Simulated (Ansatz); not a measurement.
## Piezoelectric tensor of CdTe at 22 GPa (stress–strain coefficients)

These are results of Ansatz 0.2.0, DFT PBEsol, scalar-relativistic, plane waves, PAW, not measurements. Cutoff 420 eV, 8×8×8 k-points (Γ-centred), fixed occupations. No spin polarisation.

The cell, relaxed at 22 GPa:
```yaml
crystal:
  lattice:
    - [0.00000, 2.96024, 2.96024]
    - [2.96024, 0.00000, 2.96024]
    - [2.96024, 2.96024, 0.00000]
  atoms:
    - { symbol: Cd, position: [0.00000, 0.00000, 0.00000] }
    - { symbol: Te, position: [0.75000, 0.75000, 0.75000] }
```

 The real crystal has changed phase below this pressure.

Q: Give the relaxed-ion proper piezoelectric stress tensor e_iJ (C/m², Voigt columns xx yy zz yz xz xy).

A:
```
x    0.000  0.000  0.000 -0.439  0.000  0.000
y    0.000  0.000  0.000  0.000 -0.439  0.000
z    0.000  0.000  0.000  0.000  0.000 -0.439
```
Signs follow the orientation of the cell as given.

Cost: 1 run of about 0.74 core-minutes, on AMD EPYC 9R45 (Zen 5) (shared hosts).